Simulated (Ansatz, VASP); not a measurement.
**Si11BHO24 (B-H pair in alpha-quartz): VASP beside Ansatz**

One calculation is typed for both programs; each brings its own data sets. How far apart do they land? The cell is taken from a series of runs on this material, whose earlier steps may have relaxed, scaled, displaced or heated it; both programs get it as it stands.

Method: plane waves, with VASP 6.6.1 beside it; single point at HSE06, in Ansatz 0.2.0.

## 1. Starting point

The cell holds 37 atoms: 11 Si, 24 O, 1 B and 1 H. Its edges and angles: a = 7.452 Å, b = 7.452 Å, c = 10.037 Å, α = 70.3°, β = 70.3°, γ = 71.4°. It derives from SiO2 (SiO2 (P3_221)). Nearest the centre at fractional (0.451, 0.491, 0.504): B36 at 1.18 Å, H37 at 1.25 Å, O12 at 1.29 Å, O35 at 1.75 Å, O19 at 1.84 Å, O28 at 1.85 Å, Si1 at 2.81 Å, Si8 at 3.04 Å.

## 2. VASP: single point, HSE06

With cell and atoms fixed, the geometry can't cause a difference; cores, projectors, grids and the points listed under the comparison can.

Lines of VASP's logs that name or quote its potential files are left out, and so is its time.

The run reads the wave functions of an earlier VASP run, which isn't shown here.

The input, INCAR:

```
SYSTEM = Si11BHO24
PREC = Accurate
ENCUT = 520
EDIFF = 1E-06
NELM = 100
ISMEAR = -1
SIGMA = 0.01
LREAL = Auto
ALGO = Normal
LHFCALC = .TRUE.
AEXX = 0.25
GGA = PE
HFSCREEN = 0.208
LASPH = .TRUE.
NBANDS = 121
PRECFOCK = Fast
LORBIT = 11
LWAVE = .FALSE.
LCHARG = .FALSE.
ISIF = 2
```

The input, POSCAR:

```
Si11BHO24
1.0
   -2.5091692191      4.3460085723      5.5089740863
    5.0183384383      0.0000000000      5.5089740863
    5.0183384383      8.6920171446      0.0000000000
Si O B H
11 24 1 1
Direct
    0.0798782463      0.5780307967      0.4541586656
    0.5911139797      0.0736385674      0.2004919289
    0.4129040121      0.9323055593      0.0250299181
    0.9103946242      0.4238883545      0.2890725744
    0.0040973638      0.0028012444      0.2494032230
    0.4887380620      0.4958894793      0.0086232946
    0.0758908016      0.5800092616      0.9569009867
    0.6042850463      0.0916652798      0.6929846858
    0.4320898347      0.9084515533      0.5349125769
    0.8989641866      0.4285533201      0.7811261996
    0.0129507601      0.9945479420      0.7524310151
    0.2909611078      0.4759011618      0.4911708252
    0.8179928429      0.9993160598      0.2038427275
    0.4543931632      0.0057739944      0.3622596342
    0.9270727545      0.5311208358      0.1173952873
    0.4512654938      0.6990260669      0.0486543590
    0.9510849785      0.1914671422      0.3118013526
    0.1882056141      0.0139251213      0.1067562563
    0.6983780178      0.5093987186      0.3865453547
    0.0678075851      0.4698649601      0.3435880671
    0.5594897064      0.9759050238      0.0914034017
    0.0559549791      0.8088295710      0.3766282823
    0.5356178752      0.3104648236      0.1432442666
    0.2982840092      0.4875537064      0.9702748912
    0.8256332281      0.9932341039      0.7070488968
    0.4518881565      0.0443305506      0.8526497353
    0.9161157220      0.5453078861      0.6102347462
    0.4963891710      0.6717678035      0.5706513729
    0.9752531524      0.1969222355      0.7935348268
    0.2043956846      0.9700441280      0.6184423218
    0.6733784129      0.4829069275      0.8677160189
    0.0363885921      0.4895562384      0.8461180471
    0.5622687341      0.9942278546      0.5886206528
    0.0434908954      0.8145103850      0.8937797159
    0.5783014929      0.3270472560      0.6318854207
    0.5912710040      0.5024454626      0.5276578555
    0.2881203849      0.4510186770      0.5703932109
```

The input, KPOINTS:

```
Automatic mesh
0
Gamma
1 1 1
0 0 0
```

Potentials, in the order of the species: Si, O, B and H (PBE family, release 64).

Run with:

```console
$ export OMP_NUM_THREADS=3
$ mpirun -np 1 vasp_gam
```

Numbers of over 12 decimals in the logs are rounded to 6 here.

Output:

```text
[banner, memory and clock lines left out]
running    1 mpi-ranks, on    1 nodes
[...]
Offloading initialized ...    1 GPUs detected
[...]
LDA part: xc-table for (Slater+PW92), standard interpolation
 found WAVECAR, reading the header
 POSCAR, INCAR and KPOINTS ok, starting setup
[...]
reading WAVECAR
 the WAVECAR file was read successfully
 initial charge from wavefunction
 entering main loop
       N       E                     dE             d eps       ncg     rms          rms(c)
DAV:   1    -0.351194627626E+03   -0.35119E+03   -0.55575E+00   276   0.865E+00    0.107E+01
DAV:   2    -0.351235974082E+03   -0.41346E-01   -0.20860E-01   284   0.136E+00    0.779E+00
DAV:   3    -0.351217559944E+03    0.18414E-01   -0.19284E-02   284   0.398E-01    0.468E+00
DAV:   4    -0.351213525616E+03    0.40343E-02   -0.65024E-03   276   0.213E-01    0.267E+00
[...]
DAV:   9    -0.351211768925E+03    0.86374E-05   -0.69321E-06   284   0.104E-02    0.157E-01
DAV:  10    -0.351211767507E+03    0.14173E-05   -0.21264E-06   188   0.613E-03    0.896E-02
DAV:  11    -0.351211767785E+03   -0.27796E-06   -0.10646E-06   180   0.464E-03
   1 F= -.35121177E+03 E0= -.35121177E+03  d E =-.372900E-12
```

Parts of OUTCAR (step 2):

```text
  Total       -4.3778796     12.3512175     -4.3317053      5.6054932     -0.9510234     -4.9815721
  in kB      -14.5946321     41.1755211    -14.4406998     18.6871540     -3.1704473    -16.6071748
  external PRESSURE =       4.0467297 kB  Pullay stress =       0.0000000 kB

 POSITION                                       TOTAL-FORCE (eV/Angst)
 -----------------------------------------------------------------------------------
      4.97945      4.29471      3.62440        -0.148521     -0.179326      0.102575
     -0.10753      4.31167      3.66210        -0.017983     -0.017315     -0.004248
      3.76819      2.01204      7.41072        -0.020769     -0.042990      0.016441
      1.29355      6.46921      7.35053        -0.005129     -0.072115     -0.038540
      1.25537      2.18562      0.03800         0.006530     -0.040693      0.034445
      1.30549      2.19901      5.42429         0.003701     -0.027512      0.001961
      7.52231      8.64722      3.61334        -0.065196     -0.054146     -0.011614
      2.42139      8.64966      3.83397         0.088047     -0.041882      0.029872
      6.15910      6.52734      7.38501         0.011157      0.025246     -0.019909
      3.81493     10.69647      7.31326         0.011049      0.130818      0.008295
      8.73444      6.59643      5.55028         0.012587      0.016342     -0.006141
      4.12302      5.53378      4.22462        -9.597533    -24.723226      5.209819
      3.98538      5.32681     10.01151         0.011770      0.024475      0.002765
      0.70677      5.12356      2.53505        -0.010570      0.003043      0.008930
[...]
-----------------------------------------------------------------------------------
    total drift:                               -0.017794     -0.012588      0.026306

  FREE ENERGIE OF THE ION-ELECTRON SYSTEM (eV)
  ---------------------------------------------------
  free  energy   TOTEN  =      -351.2117677853 eV

  energy  without entropy=     -351.2117677853  energy(sigma->0) =     -351.21176779

[... 3 further parts left out ...]
[key lines of the parts left out:]
E-fermi :  -0.6100
```

The run ends at a pressure of 0.40 GPa, with forces up to 27 eV/Å.

[end of part 1 of 2]

[Lines on the potential files, build, host, timing and source positions are cut from VASP's logs without a mark.]

[Logs are printed without paths, hosts, clocks, repeated set-up lines and the standing remarks that a program may print on its own settings, such as how far it seeks lower states.]

[Hosts, paths, dates, database ids (printed as entryN), source tags and the programs' standing remarks are cut or masked in the printed files.]
